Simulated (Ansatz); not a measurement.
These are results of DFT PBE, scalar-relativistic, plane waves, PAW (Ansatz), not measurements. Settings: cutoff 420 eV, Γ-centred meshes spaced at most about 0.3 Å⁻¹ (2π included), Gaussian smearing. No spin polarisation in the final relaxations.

All energies are static (0 K, no zero-point motion).

Two relaxed structures of HfSi2O6:

A.

```
Hf Si O
1.0
     2.60731   -4.94955    0.00000
     2.60731    4.94955    0.00000
     0.00000    0.00000    6.01911
Hf Si O
1 2 6
Direct
  0.50000 0.50000 0.50000
  0.00000 0.50000 0.84427
  0.50000 0.00000 0.15573
  0.22344 0.77656 0.00000
  0.41104 0.17670 0.31126
  0.17670 0.41104 0.68874
  0.77656 0.22344 0.00000
  0.58896 0.82330 0.31126
  0.82330 0.58896 0.68874
```

B.

```
Hf Si O
1.0
     3.56514    0.00000    0.00000
    -1.78257    3.08750    0.00000
     0.00000    0.00000    7.47100
Hf Si O
1 2 6
Cartesian
  0.0000 0.0000 3.7355
  0.0000 2.0583 1.1135
  1.7826 1.0292 6.3575
  0.0000 0.0000 1.6147
  1.7826 1.0292 4.5345
  0.0000 2.0583 6.8649
  0.0000 2.0583 2.9365
  0.0000 0.0000 5.8563
  1.7826 1.0292 0.6061
```

Question: Which is lower in energy, and by how much?

Answer: A is lower, by 0.83 eV/atom. A has space group C222 (No. 21), 17.3 Å³/atom and a gap of 4.94 eV on its mesh; B has Hf and Si ordered on fluorite sites, space group P-3m1 (No. 164), 9.1 Å³/atom and a gap of 1.90 eV. Counting O atoms around Hf and Si (those within 1.25 times the shortest such distance or 1.15 times the sum of covalent radii, 1.27 where that leaves under three; a plus sign parts nearer from farther groups), A has Hf 4, Si 4 and B has Hf 8, Si 2+6. The lower one is the more open, so pressure narrows the difference. In A, Hf has 4 O at 1.95 Å; Si has 4 O at 1.63 Å; around O on a site of symmetry 2 lie 2 Si at 1.63 Å; 1 more site not described. In B, Hf has 8 O at 2.12–2.21 Å; Si has 1 O at 1.72 Å, 1 O at 1.82 Å and 6 O at 2.12 Å; O on its first site has 3 Si at 2.12 Å, 1 Hf at 2.12 Å, 3 O at 2.29 Å and 3 O at 2.45 Å; 2 more sites not described. Both come from invented guesses. A third cell relaxed alike, in C2, lies 7 meV/atom below the lower of the two; the C222 cell fell into it when its atoms were moved at random.

These runs have no spin–orbit coupling, which can matter for Hf. Kohn–Sham gaps at this level usually fall short of measured ones. Cells relaxed within their symmetry can be saddle points; a later kick test found a lower structure for HfSi2O6 C222.

The preference for A comes mainly from silicon. Small, strongly polarising Si(IV) favours four short, partly covalent bonds to oxygen, which A provides at 1.63 Å. The fluorite site in B is too large for it: only two oxygens come close, while the six at 2.12 Å are weakly bound. B also forces oxygens to within 2.29 Å of one another, well inside the usual contact between oxide ions, so closed-shell repulsion adds to the cost. Hafnium pulls the other way, since eightfold coordination is normal for it and fourfold is unusually low, but this doesn't make up for the penalty at silicon. The crowded oxygens probably also broaden the O 2p valence band, which would help explain B's smaller gap. The small gain on going to C2 suggests soft rotations of linked polyhedra rather than a change in bonding. The ordering doesn't show that HfSi2O6 is a stable compound: hafnon, HfSiO4, with eightfold Hf and fourfold Si, satisfies both cations, and decomposition into it and silica wasn't tested.
